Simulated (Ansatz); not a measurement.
## Moving the functional in Al2O3

The cell as given:

```cif
data_structure
_symmetry_space_group_name_H-M 'P 1'
_symmetry_Int_Tables_number 1
_cell_length_a 3.0175
_cell_length_b 3.0175
_cell_length_c 7.5746
_cell_angle_alpha 90.000
_cell_angle_beta 90.000
_cell_angle_gamma 120.000
_cell_volume 59.73
loop_
_atom_site_label
_atom_site_type_symbol
_atom_site_fract_x
_atom_site_fract_y
_atom_site_fract_z
_atom_site_occupancy
Al1 Al 0.00000 0.00000 0.72205 1
Al2 Al 0.00000 0.00000 0.27795 1
O1 O 0.00000 0.00000 0.50000 1
O2 O 0.66667 0.33333 0.80055 1
O3 O 0.33333 0.66667 0.19945 1
```

Measurements of this composition are mostly on another form, of space group No. 167.

Kept alike: task relaxation of cell and atoms; k mesh 10 × 10 × 4; occupations fermi-dirac, width 0.05 eV; no spin polarisation. Program: Ansatz, Ansatz PAW. Cutoffs run from 420 to 500 eV. The mesh is that of the run's cell of 5 atoms. No spin-orbit coupling.

```csv
functional,band gap (eV),volume (Å³/atom),first edge of the run's cell (Å),third edge of the run's cell (Å)
LDA,2.498,11.179,2.963,7.354
PBEsol,2.399,12.332,2.988,7.972
r2SCAN,3.140,11.736,2.986,7.600
```

Gaps hold for each row's own relaxed cell. The relaxations keep at least the cell's symmetry (P-3m1). Relaxations stop with a little pressure left, so the last digits of a volume or edge aren't settled. Ansatz's relaxations hold a Pulay term in the stress (up to 0.9 GPa here). A gap read on the mesh alone can miss an edge between its points. All rows use potentials made for PBE.

Problem. What does the functional change here?

Solution. The band gap runs from 2.399 (PBEsol) to 3.140 eV (r2SCAN). The volume runs from 11.179 (LDA) to 12.332 Å³/atom (PBEsol). The first edge of the run's cell runs from 2.963 (LDA) to 2.988 Å (PBEsol). The third edge of the run's cell runs from 7.354 (LDA) to 7.972 Å (PBEsol).
